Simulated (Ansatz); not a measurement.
The system is SiNi.

```
Ni Si
1.0
     2.94277    0.00000    0.00000
     0.00000    3.28033    0.00000
     0.00000    0.00000    4.67745
Ni Si
2 2
Direct
  0.50000 0.50000 0.34250
  0.00000 0.00000 0.65750
  0.50000 0.50000 0.84314
  0.00000 0.00000 0.15686
```

The cell is a database's computed one.

- Program: Ansatz 0.2.0
- Task: relaxation of cell and atoms
- Functional: RPBE
- Potentials or basis: Ansatz PAW
- Cutoff: 420 eV (not typed: the program's choice for these potentials)
- k mesh: 9 × 8 × 6
- Occupations: fermi-dirac, width 0.05 eV
- Spin: collinear spin, ferromagnetic start
- Starting moments: [1.0, 1.0, 0.0, 0.0] μB

At the start: volume 11.29 Å³/atom.

How do energy, volume and symmetry change on relaxing?

It ends after 6 steps and the volume is 11.95 Å³/atom (+5.8 %); space group Pmmn (No. 59, to 0.05 Å); moment 0.00 μB per cell.

Step by step:
| step | energy change (eV) | largest force (eV/Å) | volume (Å³) |
| --- | --- | --- | --- |
| 1 | 0.0000 | 0.1136 | 45.15 |
| 2 | -0.0635 | 0.1081 | 46.56 |
| 3 | -0.0802 | 0.0300 | 47.66 |
| 4 | -0.0804 | 0.0096 | 47.78 |
| 5 | -0.0805 | 0.0057 | 47.78 |
| 6 | -0.0813 | 0.0059 | 47.78 |

Final structure:
```
CELL_PARAMETERS angstrom
3.01937 0.00000 0.00000
0.00000 3.34054 0.00000
0.00000 0.00000 4.73715
ATOMIC_POSITIONS crystal
Ni 0.50000 0.50000 0.34188
Ni 0.00000 0.00000 0.65812
Si 0.50000 0.50000 0.84337
Si 0.00000 0.00000 0.15663
```

Caveat: the plane-wave basis is chosen anew once the cell has moved, so the energies of steps on either side of that aren't comparable; the PAW data sets come from PBE, with cores solved anew for the run's functional, which leaves a small shift of forces and pressure; the starting moments weren't kept.
